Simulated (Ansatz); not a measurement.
Ansatz input file:

```yaml
crystal:
  lattice:
    - [0.0, 3.326407798, 3.326407798]
    - [3.326407798, 0.0, 3.326407798]
    - [3.326407798, 3.326407798, 0.0]
  atoms:
    - { symbol: Hg, position: [0.0, 0.0, 0.0] }
    - { symbol: Te, position: [0.25, 0.25, 0.25] }
basis:
  ecutwfc: 420
kpoints:
  mp_grid: { grid: [12, 12, 12] }
  band_path:
    path:
      - [[0.0, 0.0, 0.0], [-0.5, -0.5, 0.0], [-0.375, -0.375, 0.25]]
      - [[-0.375, 0.0, 0.375], [0.0, 0.0, 0.0], [0.0, 0.0, 0.5], [-0.5, -0.25, 0.25], [-0.5, -0.5, 0.0]]
    npoints: 10
hamiltonian:
  xc: pbe
scf:
  occupations: { method: gaussian, width: 0.1 }
output:
  forces: true
  stress: true
  eigenvalues: true
  populations: true
  dos: { projected: true, de: 0.02 }
  bader: false
  write_density: true
  write_potential: true
  elf: true
  volumetric_format: npy
magnetization:
  noncollinear: true
  spin_orbit: true
```

Launched with
```bash
ansatz run input.yaml --threads 1 --pin off --max-ram 2560MiB --backend cpu --events-out ev --progress --plain --runs-dir out
```

These are results of Ansatz, DFT PBE, spin-orbit coupling, plane waves, PAW, not measurements.

From the run's log, abridged (iterations and final results):

```
SCF iter   1: F=—  HF=-20837.199451 eV  |F-HF|=—  |Δ(HF+E_count)|=         —  Δρ=1.91e-2  dr2=3.51e-1  dr2_m=0.00e0 (ungated) ethr=3.10e-3  |M|=0.00e0 ∫|m|=0.00e0 μB  |m|>n=0.0e0 m-floor=0.0e0 τ_xc=0.0e0  β_m=0.30  ⟨swp⟩=9.9  Hψ=16447  notcnv=0  defer=11
SCF iter   2: F=—  HF=-20837.126315 eV  |F-HF|=—  |Δ(HF+E_count)|=   7.31e-2  Δρ=1.05e-2  dr2=5.57e-2  dr2_m=0.00e0 (ungated) ethr=9.76e-4  |M|=0.00e0 ∫|m|=0.00e0 μB  |m|>n=0.0e0 m-floor=0.0e0 τ_xc=0.0e0  β_m=0.39  ⟨swp⟩=2.7  Hψ=4866  notcnv=0  defer=250
SCF iter   3: F=—  HF=-20837.121679 eV  |F-HF|=—  |Δ(HF+E_count)|=   4.64e-3  Δρ=4.84e-3  dr2=9.78e-3  dr2_m=0.00e0 (ungated) ethr=1.55e-4  |M|=0.00e0 ∫|m|=0.00e0 μB  |m|>n=0.0e0 m-floor=0.0e0 τ_xc=0.0e0  β_m=0.52  ⟨swp⟩=1.6  Hψ=3814  notcnv=0  defer=250
SCF iter   4: F=—  HF=-20837.122297 eV  |F-HF|=—  |Δ(HF+E_count)|=   6.18e-4  Δρ=6.33e-4  dr2=1.22e-4  dr2_m=0.00e0 (ungated) ethr=2.72e-5  |M|=0.00e0 ∫|m|=0.00e0 μB  |m|>n=0.0e0 m-floor=0.0e0 τ_xc=0.0e0  β_m=0.62  ⟨swp⟩=2.8  Hψ=5106  notcnv=0  defer=250
SCF iter   5: F=—  HF=-20837.122317 eV  |F-HF|=—  |Δ(HF+E_count)|=   2.03e-5  Δρ=1.21e-4  dr2=6.63e-6  dr2_m=0.00e0 (ungated) ethr=3.38e-7  |M|=0.00e0 ∫|m|=0.00e0 μB  |m|>n=0.0e0 m-floor=0.0e0 τ_xc=0.0e0  β_m=0.59  ⟨swp⟩=2.0  Hψ=5246  notcnv=0  defer=250
SCF iter   6: F=—  HF=-20837.122361 eV  |F-HF|=—  |Δ(HF+E_count)|=   4.40e-5  Δρ=3.85e-5  dr2=3.90e-7  dr2_m=0.00e0 (ungated) ethr=1.84e-8  |M|=0.00e0 ∫|m|=0.00e0 μB  |m|>n=0.0e0 m-floor=0.0e0 τ_xc=0.0e0  β_m=0.74  ⟨swp⟩=2.9  Hψ=5348  notcnv=0  defer=250
SCF iter   7: F=-20837.122362 eV  HF=-20837.122362 eV  |F-HF|=8.76e-9  |Δ(HF+E_count)|=   4.94e-7  Δρ=4.96e-6  dr2=1.12e-8  dr2_m=0.00e0 (ungated) ethr=2.78e-10  |M|=0.00e0 ∫|m|=0.00e0 μB  |m|>n=0.0e0 m-floor=0.0e0 τ_xc=0.0e0  ⟨swp⟩=15.1  Hψ=23886  notcnv=0
SCF 1 converged in 7 iterations: F = -20837.122362 eV  dr2 = 1.12e-8
SCF converged after 7 iterations
Magnetization: |M| = 0.0000 μB, M = (+0.0000, +0.0000, +0.0000) μB
Absolute magnetization: 0.0000 μB (∫|m|)
  site 0: m = (+0.0000, +0.0000, +0.0000) μB, |m| = 0.0000 μB  (R = 1.19 Å)
  site 1: m = (+0.0000, +0.0000, +0.0000) μB, |m| = 0.0000 μB  (R = 1.19 Å)
Free energy (F): -20837.122362 eV
Harris-Foulkes:  -20837.122362 eV  (|F-HF|=8.76e-9)
Internal energy: -20837.122204 eV  (E = F + TS)
E sigma→0 (E₀):  -20837.122283 eV
Entropy (-TS):   -0.000158 eV (-0.079 meV/atom)
Fermi energy:    7.700647 eV
--- Per-component energies (eV) ---
  E_band       = -814.097723
  E_kinetic    = 783.427295
  E_local      = -4982.102601  (includes V_loc(G=0)·N_el)
  E_nonlocal   = -252.659834
  E_hartree    = 2408.572628
  E_xc         = -344.465115
  E_vxc        = -365.999846  (∫ρ·V_xc dr)
  E_paw        = -14639.490926  (= ΣΔE_a)
  E_vpaw       = -813.902834  (= ΣTr[D̂ρ^β])
  E_aug_tail   = 0.000683  (compensation charges beyond the density's cutoff)
  E_ewald      = -3810.404334
  E_smearing   = -0.000158  (= −TS)
--- Forces (eV/Å), atoms counted from 1 ---
  atom   1  Hg     0.00000000     0.00000000     0.00000000
  atom   2  Te     0.00000000     0.00000000     0.00000000
--- Stress (GPa, compression-positive) ---
       -0.362935       0.000000       0.000000
        0.000000      -0.362935       0.000000
        0.000000       0.000000      -0.362935
  P = ⅓ Tr σ = -0.3629 GPa (-3.629 kbar)
--- Band table (eV; the first three rows and the last of 72) ---
  k-point 0: bands = ["-106.9212", "-106.9212", "-69.0029", "-69.0029", "-50.7397", "-50.7397", "-50.7397", "-50.7397", "-29.9450", "-29.9450", "-29.9450", "-29.9450", "-28.4823", "-28.4823", "-28.4790", "-28.4790", "-28.4790", "-28.4790", "-3.9988", "-3.9988", "-0.3332", "-0.3332", "-0.3332", "-0.3332", "1.1048", "1.1048", "1.5101", "1.5101", "1.5101", "1.5101", "6.5026", "6.5026", "6.8863", "6.8863", "7.6578", "7.6578", "7.6578", "7.6578", "10.9274", "10.9274", "12.1179", "12.1179", "12.1179", "12.1179"]
  k-point 1: bands = ["-106.9212", "-106.9212", "-69.0029", "-69.0029", "-50.7397", "-50.7397", "-50.7397", "-50.7397", "-29.9451", "-29.9450", "-29.9450", "-29.9450", "-28.4822", "-28.4822", "-28.4790", "-28.4790", "-28.4790", "-28.4789", "-3.9701", "-3.9701", "-0.3419", "-0.3214", "-0.3214", "-0.3212", "1.1145", "1.1145", "1.4973", "1.5062", "1.5062", "1.5369", "5.9717", "5.9717", "6.9781", "6.9781", "7.5676", "7.6126", "7.8610", "7.8610", "11.0293", "11.0293", "12.0198", "12.0198", "12.2115", "12.2147"]
  k-point 2: bands = ["-106.9212", "-106.9212", "-69.0029", "-69.0029", "-50.7397", "-50.7397", "-50.7397", "-50.7397", "-29.9451", "-29.9450", "-29.9450", "-29.9450", "-28.4822", "-28.4822", "-28.4790", "-28.4790", "-28.4790", "-28.4789", "-3.8902", "-3.8902", "-0.3451", "-0.3093", "-0.2846", "-0.2846", "1.1441", "1.1441", "1.4984", "1.4984", "1.5023", "1.5718", "5.1333", "5.1333", "6.8598", "6.8598", "7.3792", "7.4543", "8.1324", "8.1324", "11.3415", "11.3415", "12.0426", "12.0426", "12.4380", "12.4383"]
  k-point 71: bands = ["-106.9212", "-106.9212", "-69.0029", "-69.0029", "-50.7398", "-50.7398", "-50.7397", "-50.7397", "-29.9451", "-29.9451", "-29.9450", "-29.9449", "-28.4820", "-28.4819", "-28.4790", "-28.4790", "-28.4789", "-28.4789", "-3.3856", "-3.3776", "-0.2295", "-0.1924", "-0.1812", "0.1657", "1.3501", "1.4828", "1.5294", "1.6484", "1.8750", "2.0441", "2.3342", "2.5046", "4.9495", "5.1513", "5.2514", "5.2990", "10.0709", "10.5086", "12.0344", "12.1296", "12.1774", "12.9199", "13.6494", "13.7574"]
--- Löwdin populations: 2 sites ---
  site symbol q [e]
     0     Hg     19.0662
     1     Te     16.6937
  spilling = 0.006670 (of n_electrons = 36.000000)
```

Self-consistency was reached.

It took 95 s on 1 thread of Arm Neoverse V1, on a shared host, peak memory 0.69 GiB.